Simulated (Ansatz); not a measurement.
## Preparing SnO2 (P4_2/mnm) as a host crystal

Aim: the runs on the perfect crystal SnO2 (P4_2/mnm) that a defect calculation needs first.

Calculated with Ansatz 0.2.0; plane-wave PAW DFT, PBEsol; relaxation of the host's cell and atoms; PAW set soft_1, in the first sound run; inputs show where later runs differ.

**1. The starting structure**

It takes space group P4_2/mnm (No. 136, tetragonal). Conventional cell: a = 4.765 Å, b = 4.765 Å, c = 3.207 Å, α = 90.00°, β = 90.00°, γ = 90.00°. Sn has 6 O at 2.06 to 2.07 Å nearest. Nearest to O lie 3 Sn at 2.06 to 2.07 Å. Farther neighbours and most contacts between anions are not listed.

**2. Host cell relaxation**

Cell and atoms are relaxed together, until forces and stress fall under their thresholds.

The input, cell/input.yaml:

```yaml
crystal:
  lattice:
    - [4.764818, 0.0, 0.0]
    - [0.0, 4.764818, 0.0]
    - [0.0, 0.0, 3.2074998]
  atoms:
    - { symbol: Sn, position: [0.5, 0.5, 0.5] }
    - { symbol: Sn, position: [0.0, 0.0, 0.0] }
    - { symbol: O, position: [0.1940277, 0.8059723, 0.5] }
    - { symbol: O, position: [0.8059723, 0.1940277, 0.5] }
    - { symbol: O, position: [0.3059723, 0.3059723, 0.0] }
    - { symbol: O, position: [0.6940277, 0.6940277, 0.0] }
basis:
  ecutwfc: 420
  xc_grid: 2
hamiltonian:
  xc: pbesol
  pseudopotentials: { kind: paw, azcp: { folder: soft_1 }, xc_functional: pbe }
kpoints:
  mp_grid: { grid: [6, 6, 9] }
scf:
  occupations: { method: fixed }
  max_iter: 100
relax:
  f_tol: 0.005
  max_steps: 60
  cell: {}
output:
  forces: true
  stress: true
checkpoint:
  write: "../cell.run"
  compress: false
  write_wavefunctions: false
  write_every: 100000
```

Run with:

```console
$ ansatz run input.yaml --threads 32 --pin off --max-ram 84787MiB --backend cuda --events-out ev --progress --plain --runs-dir out --max-vram 78GiB
```

Numbers of over 12 decimals in the logs are rounded to 6 here.

The log of the run:

```text
[... repeated set-up lines and file paths are left out, and long positions are rounded to six places ...]
Engine: ansatz 0.2.0, aarch64-unknown-linux-gnu
Pseudopotentials: kind: paw
Pseudopotential: Sn, paw, valence charge 14, recommended cutoff 420 eV (normal), soft_1/Sn.paw.azcp
Pseudopotential: O, paw, valence charge 6, recommended cutoff 420 eV (normal), soft_1/O.paw.azcp
Functional definition: PBEsol
  exchange = pbesol_x
  correlation = pbesol_c
[...]
Crystal: 6 atoms, lattice volume = 72.821 Å³
Basis set: ecut = 420 eV, 1435 PW (Γ), exchange–correlation on 64×64×48 points (8 copies of the dense FFT grid, shifted against one another)
Bands: 32, of which v1, the nominal top of the filled ones, is band 26 counted from 1 (25 counted from 0)
Symmetry: 16 space group operations
Space group: P42/mnm (ITA 136), of the structure as read, at distance tolerance 4.2e-5 Å
k-points: 50 of 324
Non-local potential: Sn, projectors of the file, l = 0: 2, l = 1: 2, l = 2: 2, l = 3: 1
Non-local potential: O, projectors of the file, l = 0: 2, l = 1: 2, l = 2: 1
PAW form: soft (Blöchl's): semilocal exchange-correlation on the pseudo side does not see the compensation charge
PAW frozen core: Sn, regenerated for the run's functional, and the local potential with it (the file was generated under x = pbe(κ = 0.804, μ = 0.219515), c = pbe(β = 0.066725))
PAW frozen core: O, regenerated for the run's functional, and the local potential with it (the file was generated under x = pbe(κ = 0.804, μ = 0.219515), c = pbe(β = 0.066725))
PAW one-centre angular grid: Sn, 590 points (default); XC on 64 Gauss nodes
PAW one-centre angular grid: O, 110 points (default); XC on 64 Gauss nodes
Initial density: superposition of atomic densities (chi_scale 0.1, normalization cell, long waves kept (reshape's long-wave potential 0.00 eV rms))
Initial wavefunctions: pseudopotential atomic-orbital guess
[...]
Functional: x = pbesol(κ = 0.804, μ = 0.123457), c = pbesol(β = 0.046)
SCF iter   1: F=—  HF=-14143.802544 eV  |Δ(HF+E_count)|=         —  Δρ=6.92e-2  dr2=2.57e0  Hψ=6253
preconditioner: auto → Resta (q_TF=auto, 2.579 Å⁻¹)  ε∞=3.5  [insulator: Δε(μ)=1.325 eV  Ē_g=19.864 eV  n_scr=18 (ndim 8)  ℏωp=31.4 eV  f_vac=0.000  ε∞_Penn≈3.5]
SCF iter   2: F=—  HF=-14143.302944 eV  |Δ(HF+E_count)|=   5.00e-1  Δρ=3.50e-2  dr2=4.57e-1  Hψ=3383
SCF iter   3: F=—  HF=-14143.241614 eV  |Δ(HF+E_count)|=   6.13e-2  Δρ=1.03e-2  dr2=7.14e-2  Hψ=2375
automatic band count: iteration 3 solves 30 bands in place of 32: the levels show a gap, and the empty bands left out lie too high to hold charge; the band table lists the bands solved (type scf.n_extra_bands for more)
SCF iter   4: F=—  HF=-14143.235077 eV  |Δ(HF+E_count)|=   6.54e-3  Δρ=1.92e-3  dr2=2.06e-3  Hψ=2158
[...]
SCF iter   8: F=-14143.236967 eV  HF=-14143.236967 eV  |Δ(HF+E_count)|=   1.22e-7  Δρ=2.34e-6  dr2=3.57e-9  Hψ=5650
SCF 1 converged in 8 iterations: F = -14143.236967 eV  dr2 = 3.57e-9
  greatest PAW one-centre occupation: 0.997 electrons in one spin orbital (limit 2), on the Sn atom at site 0 (counted from 0), in its partial waves of l = 2
relax step   1: F+E_penalty+E_count = -14143.23696716 eV  Δ(F+E_penalty+E_count) = +0.000e0 eV  max|allowed force component| = 2.593e-2 eV/Å  Δτ_max = 0.0000 Å  P = +0.508 GPa  Ω = 72.821 Å³  (8 SCF iters, dr2 threshold 1.00e-7 eV, accepted)
[... the SCF cycles and remarks between the steps are left out from here to the last step ...]
relax step   2: F+E_penalty+E_count = -14143.23694322 eV  Δ(F+E_penalty+E_count) = +2.394e-5 eV  max|allowed force component| = 5.616e-3 eV/Å  Δτ_max = 0.0027 Å  P = +0.022 GPa  Ω = 72.990 Å³  energy of the carried Pulay correction = -4.132e-4 eV  (4 SCF iters, dr2 threshold 6.00e-7 eV, accepted)
relax step   3: F+E_penalty+E_count = -14143.23698640 eV  Δ(F+E_penalty+E_count) = -4.319e-5 eV  max|allowed force component| = 4.621e-3 eV/Å  Δτ_max = 0.0008 Å  P = -0.002 GPa  Ω = 73.008 Å³  energy of the carried Pulay correction = -4.569e-4 eV  (3 SCF iters, dr2 threshold 9.94e-8 eV, accepted)
relax step   4: F+E_penalty+E_count = -14143.23698161 eV  Δ(F+E_penalty+E_count) = +4.791e-6 eV  max|allowed force component| = 2.709e-3 eV/Å  Δτ_max = 0.0001 Å  P = -0.003 GPa  Ω = 73.013 Å³  energy of the carried Pulay correction = -4.695e-4 eV  (3 SCF iters, dr2 threshold 1.13e-8 eV, accepted)
[...]
iter 1 solved again at ethr=2.30e-8 eV; its pass at ethr=3.10e-3 eV (dr2=1.20e-5 eV) is discarded
SCF iter   1: F=—  HF=-14143.237307 eV  |Δ(HF+E_count)|=         —  Δρ=3.16e-5  dr2=4.72e-8  Hψ=11182
[...]
SCF iter   2: F=—  HF=-14143.237446 eV  |Δ(HF+E_count)|=   1.40e-4  Δρ=1.56e-5  dr2=1.09e-8  Hψ=2932
SCF iter   3: F=—  HF=-14143.237447 eV  |Δ(HF+E_count)|=   7.71e-7  Δρ=3.50e-6  dr2=7.31e-10  Hψ=1996
SCF iter   4: F=-14143.237447 eV  HF=-14143.237447 eV  |Δ(HF+E_count)|=   3.44e-8  Δρ=2.71e-7  dr2=2.52e-11  Hψ=10097
SCF 5 converged in 4 iterations: F = -14143.237447 eV  dr2 = 2.52e-11
relax step   5: F+E_penalty+E_count = -14143.23744719 eV  Δ(F+E_penalty+E_count) = -4.656e-4 eV  max|allowed force component| = 2.716e-3 eV/Å  Δτ_max = 0.0000 Å  P = +0.011 GPa  Ω = 73.013 Å³  stress off target by 3.40e-2 GPa  SCF on the basis re-selected at this cell (its energy is not comparable with the rows above)  (4 SCF iters)
basis re-selected at this cell: Δ(F+E_penalty+E_count) = -4.656e-4 eV, ΔP = +0.013 GPa vs the last step (what re-selecting the basis moved, of the pressure what is left beyond the Pulay correction that the steps carried, after the strain that the cell walked [...]
SCF converged after 4 iterations
Free energy (F): -14143.237447 eV
Harris-Foulkes:  -14143.237447 eV  (|F-HF|=1.07e-10)
Internal energy: -14143.237447 eV  (E = F + TS)
E sigma→0 (E₀):  -14143.237447 eV
Fermi energy:    9.130906 eV
--- Per-component energies (eV) ---
  E_band       = -133.811509
  E_kinetic    = 1015.120365
  E_local      = -3198.456364  (includes V_loc(G=0)·N_el)
  E_nonlocal   = 505.972971
  E_hartree    = 1449.202269
  E_xc         = -530.120326
  E_vxc        = -521.862761  (∫ρ·V_xc dr)
  E_paw        = -9229.311581  (= ΣΔE_a)
  E_vpaw       = -832.994282  (= ΣTr[D̂ρ^β])
  E_aug_tail   = 0.003906  (compensation charges beyond the density's cutoff)
  E_ewald      = -4156.359518
  E_core_change = 0.710831  (= ΣΔE_core)
  E_smearing   = -0.000000  (= −TS)
  E_closure    = -0.000000  (closes the sum)
  Σ components = -14143.237447   (vs F -14143.237447, Δ=0.00e0)
--- Forces (eV/Å), atoms counted from 1 ---
  atom   1  Sn     0.00000000     0.00000000     0.00000000
  atom   2  Sn     0.00000000     0.00000000     0.00000000
  atom   3  O     -0.00271553     0.00271553     0.00000000
  atom   4  O      0.00271553    -0.00271553     0.00000000
  atom   5  O      0.00271553     0.00271553     0.00000000
  atom   6  O     -0.00271553    -0.00271553     0.00000000
  max |Σ_I F_I| component: 1.73e-18 eV/Å
--- Stress (GPa, compression-positive) ---
        0.033016       0.000000       0.000000
        0.000000       0.033016       0.000000
        0.000000       0.000000      -0.034006
  P = ⅓ Tr σ = 0.0107 GPa (0.107 kbar)
--- Band table (eV; the first three rows and the last of 50) ---
  k-point 0: bands = ["-11.8868", "-11.1467", "-10.8980", "-10.8743", "-10.8743", "-10.7984", "-10.7537", "-10.6698", "-10.6413", [... rest cut ...]
  k-point 1: bands = ["-11.8302", "-11.0793", "-10.9864", "-10.9864", "-10.8765", "-10.8087", "-10.7490", "-10.6702", "-10.6574", [... rest cut ...]
--- Relaxed structure (4 steps of the walk, 4 accepted, 1 SCFs on fresh bases) ---
  F+E_penalty+E_count = -14143.23744719 eV   max|allowed force component| = 2.716e-3 eV/Å   (the final SCF, on the basis selected at the relaxed cell)
  cell:  # Å, volume = 73.0131 Å³
    - [4.767812, 0, 0.0]
    - [0, 4.767812, 0.0]
    - [0.0, 0.0, 3.211903]
  atoms:
    - { symbol: Sn, position: [0.500000, 0.500000, 0.500000] }
    - { symbol: Sn, position: [0, 0, 0.0] }
    - { symbol: O, position: [0.193728, 0.806272, 0.500000] }
    - { symbol: O, position: [0.806272, 0.193728, 0.500000] }
    - { symbol: O, position: [0.306272, 0.306272, 0.0] }
    - { symbol: O, position: [0.693728, 0.693728, 0.0] }
```

The job ended after 3 s (1 × NVIDIA GB200 with 32 threads of Arm Neoverse V2, shared host; peak memory 1 GiB).

Step by step:

| step | energy less that of the first step (eV) | largest force component (eV/Å) | pressure (GPa) | volume (Å³) |
| --- | --- | --- | --- | --- |
| 1 | 0.0000 | 0.0259 | 0.51 | 72.82 |
| 2 | 0.0000 | 0.0056 | 0.02 | 72.99 |
| 3 | 0.0000 | 0.0046 | 0.00 | 73.01 |
| 4 | 0.0000 | 0.0027 | 0.00 | 73.01 |
| 5* | -0.0005 | 0.0027 | 0.01 | 73.01 |

Relaxation steps marked * repeat the geometry before them on a plane-wave basis chosen anew for their cell, so energy and pressure can jump there.

Forces are held to the 16 operations that the run works with; a distortion that breaks them can't arise in this run.

| conventional cell, symmetrised | before | after | change |
| --- | --- | --- | --- |
| a (Å) | 4.765 | 4.768 | +0.1 % |
| b (Å) | 4.765 | 4.768 | +0.1 % |
| c (Å) | 3.207 | 3.212 | +0.1 % |
| volume (Å³/atom) | 12.14 | 12.17 | +0.3 % |

Final coordinates:

```xyz
6
Lattice="4.7678 0.0000 0.0000 0.0000 4.7678 0.0000 0.0000 0.0000 3.2119" Properties=species:S:1:pos:R:3 pbc="T T T"
Sn    2.3839    2.3839    1.6060
Sn    0.0000    0.0000    0.0000
O     0.9237    3.8441    1.6060
O     3.8441    0.9237    1.6060
O     1.4602    1.4602    0.0000
O     3.3076    3.3076    0.0000
```

Numbers from this step:

```
pressure : 0.01068 GPa
```

**3. Dielectric tensors of the host**

The response to a uniform electric field gives the electronic dielectric tensor.

This step: plane-wave PAW DFPT, PBEsol; dielectric tensors, Born charges and zone-centre modes of the host; PAW set soft_1 (Ansatz 0.2.0).

The input, eps/input.yaml:

```yaml
crystal:
  lattice:
    - [4.7678118222, 0.0, 0.0]
    - [0.0, 4.7678118222, 0.0]
    - [0.0, 0.0, 3.2119026566]
  atoms:
    - { symbol: Sn, position: [0.5, 0.5, 0.5] }
    - { symbol: Sn, position: [0.0, 0.0, 0.0] }
    - { symbol: O, position: [0.193727843, 0.806272157, 0.5] }
    - { symbol: O, position: [0.806272157, 0.193727843, 0.5] }
    - { symbol: O, position: [0.306272157, 0.306272157, 0.0] }
    - { symbol: O, position: [0.693727843, 0.693727843, 0.0] }
basis:
  ecutwfc: 420
hamiltonian:
  xc: pbesol
  pseudopotentials: { kind: paw, azcp: { folder: soft_1 }, xc_functional: pbe }
kpoints:
  mp_grid: { grid: [5, 5, 7] }
scf:
  occupations: { method: fixed }
  max_iter: 100
phonons:
  method: dfpt
  dielectric: true
  rigid_motions: translations
```

The log of the run:

```text
[...]
Crystal: 6 atoms, lattice volume = 73.013 Å³
Basis set: ecut = 420 eV, 1435 PW (Γ), exchange–correlation on 64×64×48 points (8 copies of the dense FFT grid, shifted against one another)
Bands: 32, of which v1, the nominal top of the filled ones, is band 26 counted from 1 (25 counted from 0)
Symmetry: 16 space group operations
k-points: 88 of 175 (irreducible under 1 space group operation, time reversal used)
[...]
SCF iter   1: F=—  HF=-14143.798405 eV  |Δ(HF+E_count)|=         —  Δρ=6.90e-2  dr2=2.55e0  Hψ=10900
[...]
SCF iter   2: F=—  HF=-14143.303003 eV  |Δ(HF+E_count)|=   4.95e-1  Δρ=3.49e-2  dr2=4.57e-1  Hψ=5946
[...]
SCF iter  10: F=-14143.237194 eV  HF=-14143.237194 eV  |Δ(HF+E_count)|=  9.46e-11  Δρ=7.13e-8  dr2=1.97e-12  Hψ=19266
SCF 1 converged in 10 iterations: F = -14143.237194 eV  dr2 = 1.97e-12
[...]
the response reads at least the filled bands of the reference SCF and the lowest empty band at each k-point, and that SCF's band table does not vouch for those bands. The notice of the band table in this run's record says why
[...]
NSCF: frozen V_eff on 1 k-points
[...]
NSCF: frozen V_eff on 24 k-points, pencils in batches of 32, up to order 128
[...]
DFPT response loops at q = (0, 0, 0) (fractional): preconditioner auto → Resta (q_TF=auto, 2.578 Å⁻¹)  ε∞=8.1 (no band partly filled); β = 1.00, the filter's whole step (`scf.mixing.beta` (0.50) is not read by the response loops at its default; [...]
[...]
DFPT response loops at Γ: preconditioner auto → Resta (q_TF=auto, 2.578 Å⁻¹)  ε∞=8.1 (no band partly filled); β = 1.00, the filter's whole step (`scf.mixing.beta` (0.50) is not read by the response loops at its default; [...]
── the response to a field inside a basis, on 8×8×12 k-points: an SCF that follows is theirs, and a resumed run solves both again ──
[...]
Bands: 27, of which v1, the nominal top of the filled ones, is band 26 counted from 1 (25 counted from 0)
k-points: 60 of 768
[...]
Eigensolver: Dense (60 Hₖ)
[...]
SCF 1 converged in 4 iterations: F = -14143.141844 eV  dr2 = 6.75e-8
[...]
SCF converged after 10 iterations
[...]
--- Phonons (Γ-DFPT): 4 representative perturbations + reference (Σ response iterations 21) ---
  k mesh reduced under 1 symmetry operation, with k and −k counted as one. Each operation leaves every solved perturbation unchanged. A smaller set is not considered because the run solves the response to a homogeneous field
  ASR residual: 2.762e-5 → 0.000e0 eV/Å²; symmetrization residual: 2.592e-10 eV/Å²
  ASR residual per site (eV/Å²): 1.56e-5 1.56e-5 2.76e-5 2.76e-5 2.76e-5 2.76e-5
  Γ frequencies (cm⁻¹): 0.00 0.00 0.00 103.68 143.31 219.69 219.69 271.47 271.47 341.94 447.68 453.43 453.43 545.01 575.67 575.67 607.03 732.51
  ε∞ (high-frequency dielectric tensor):
        4.598334     0.000000     0.000000
        0.000000     4.598334     0.000000
        0.000000     0.000000     4.907023
  ε⁰ (static dielectric tensor: ions relaxed, cell fixed):
       13.480646    -0.000000     0.000000
       -0.000000    13.480646     0.000000
        0.000000     0.000000    10.415323
  ε⁰ − ε∞ (ionic part):
        8.882312    -0.000000     0.000000
       -0.000000     8.882312     0.000000
        0.000000     0.000000     5.508300
  softest optical mode at Γ: 103.68 cm⁻¹; the repairs (sum rule, projections) moved no ω² at Γ by more than (0.73 cm⁻¹)²
  Born effective charges Z* (e; rows j = field, columns β = displacement):
    site 0:
         4.13426   -0.49167    0.00000
        -0.49167    4.13426    0.00000
         0.00000    0.00000    4.54350
    site 1:
         4.13426    0.49167    0.00000
         0.49167    4.13426    0.00000
         0.00000    0.00000    4.54350
    site 2:
        -2.06713    0.75985   -0.00000
         0.75985   -2.06713   -0.00000
        -0.00000   -0.00000   -2.27175
    site 3:
        -2.06713    0.75985   -0.00000
         0.75985   -2.06713   -0.00000
        -0.00000   -0.00000   -2.27175
    site 4:
        -2.06713   -0.75985   -0.00000
        -0.75985   -2.06713   -0.00000
        -0.00000   -0.00000   -2.27175
    site 5:
        -2.06713   -0.75985   -0.00000
        -0.75985   -2.06713   -0.00000
        -0.00000   -0.00000   -2.27175
  Z* charge neutrality: 1.131e-2 e pre-enforcement
  solved inside a basis spanned on kpoints, on 8×8×12 k-points, its susceptibility summed on 10×10×14: ε∞ is read to err by 2.6e-2, Z* by 3.2e-2 e (field_mesh: kpoints solves on kpoints); Z* is corrected for what the basis lacks
  optical modes at Γ without the LO–TO term, one row a degenerate level:
      ω (cm⁻¹)  modes    IR ((D/Å)²/amu)
        103.68      1             0.0000
        143.31      1             0.0000
        219.69      2            19.6146
        271.47      2             4.8726
        341.94      1             0.0000
        447.68      1            37.7920
        453.43      2             0.0000
        545.01      1             0.0000
        575.67      2            44.9427
        607.03      1             0.0000
        732.51      1             0.0000
  optical modes at Γ + LO–TO along q̂ = [1.0000, 0.0000, 0.0000]:
      ω (cm⁻¹)  modes    IR ((D/Å)²/amu)
        103.68      1             0.0000
        143.31      1             0.0000
[...]
optical modes at Γ + LO–TO along q̂ = [0.0000, 1.0000, 0.0000]:
      ω (cm⁻¹)  modes    IR ((D/Å)²/amu)
[...]
732.51      1             0.0000
  optical modes at Γ + LO–TO along q̂ = [0.0000, 0.0000, 1.0000]:
      ω (cm⁻¹)  modes    IR ((D/Å)²/amu)
        103.68      1             0.0000
        143.31      1             0.0000
        219.69      2            19.6146
        271.47      2             4.8726
        341.94      1             0.0000
        453.43      2             0.0000
        545.01      1             0.0000
        575.67      2            44.9427
        607.03      1             0.0000
        652.23      1            37.7920
        732.51      1             0.0000
```

Run time: 9.9 s. Hardware: 1 × NVIDIA GB200 with 32 threads; peak memory 1.9 GiB.

The column dr2 measures how far the density is from self-consistency, as an energy; F and HF (Harris–Foulkes) agree once it is small.

Electronic dielectric tensor:

```
4.60 0.00 0.00
0.00 4.60 0.00
0.00 0.00 4.91
```

Static dielectric tensor:

```
13.48  0.00  0.00
 0.00 13.48  0.00
 0.00  0.00 10.42
```

The principal values of the electronic dielectric tensor are 4.60, 4.60 and 4.91. The principal values of the static dielectric tensor are 10.42, 13.48 and 13.48.

[end of part 1 of 2]

[Logs are printed without paths, hosts, clocks, repeated set-up lines and the standing remarks that a program may print on its own settings, such as how far it seeks lower states.]

[Hosts, paths, dates, database ids (printed as entryN), source tags and the programs' standing remarks are cut or masked in the printed files.]

[Runs of the host that timed out are not shown.]

[For some hosts the program warned that the k-mesh of the response run may be too coarse for force constants and the static dielectric constant; such warnings are not always shown.]

[The program warned that the k-mesh of a response run behind this text may be too coarse: force constants, and the static dielectric constant and all else formed from them, are not shown converged.]
